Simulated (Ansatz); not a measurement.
Method: DFT PBE, scalar-relativistic, plane waves, PAW (Ansatz). All cells share a 420 eV cutoff and Γ-centred k meshes spaced at most about 0.3 Å⁻¹ (about 0.25 or finer for metals, 2π included). No spin polarisation.

Temperature and zero-point effects are left out.

Task: Which of these relaxed structures of WSe2 is the lowest in energy?
A.

```cif
data_structure
_symmetry_space_group_name_H-M 'P-3m1'
_symmetry_Int_Tables_number 164
_cell_length_a 3.2964
_cell_length_b 3.2964
_cell_length_c 7.3903
_cell_angle_alpha 90.000
_cell_angle_beta 90.000
_cell_angle_gamma 120.000
_cell_volume 69.55
loop_
_atom_site_label
_atom_site_type_symbol
_atom_site_symmetry_multiplicity
_atom_site_Wyckoff_symbol
_atom_site_fract_x
_atom_site_fract_y
_atom_site_fract_z
_atom_site_occupancy
W1 W 1 a 0.00000 0.00000 0.00000 1
Se1 Se 2 d 0.33333 0.66667 0.76725 1
```

B.

```cif
data_structure
_symmetry_space_group_name_H-M 'Fmmm'
_symmetry_Int_Tables_number 69
_cell_length_a 6.7840
_cell_length_b 6.8199
_cell_length_c 11.2149
_cell_angle_alpha 90.000
_cell_angle_beta 90.000
_cell_angle_gamma 90.000
_cell_volume 518.87
loop_
_atom_site_label
_atom_site_type_symbol
_atom_site_symmetry_multiplicity
_atom_site_Wyckoff_symbol
_atom_site_fract_x
_atom_site_fract_y
_atom_site_fract_z
_atom_site_occupancy
W1 W 8 i 0.50000 0.00000 0.37077 1
Se1 Se 8 f 0.75000 0.25000 0.25000 1
Se2 Se 8 g 0.27990 0.00000 0.00000 1
```

Result: A. The other, B, lies 0.46 eV/atom higher. Forms: A P-3m1; B Fmmm. Counting Se atoms around W (those within 1.25 times the shortest such distance or 1.15 times the sum of covalent radii; a plus sign parts nearer from farther groups): A has W 6; B has W 2+4. Both come from invented guesses. The lowest form computed isn't among them: it has the 2H molybdenite type, space group P6_3/mmc (No. 194), 24.3 Å³/atom, is reached from a cell as deposited in COD and lies 257 meV/atom below the best shown.

Weakly bound directions are ill-defined at this level, which has no dispersion term (P-3m1), and this can change margins and order among such cells. Spin–orbit coupling, which can matter for W, is left out. Cells relaxed within their symmetry can be saddle points. Some types were kept out of the candidates beforehand, so the set may lack a known form.
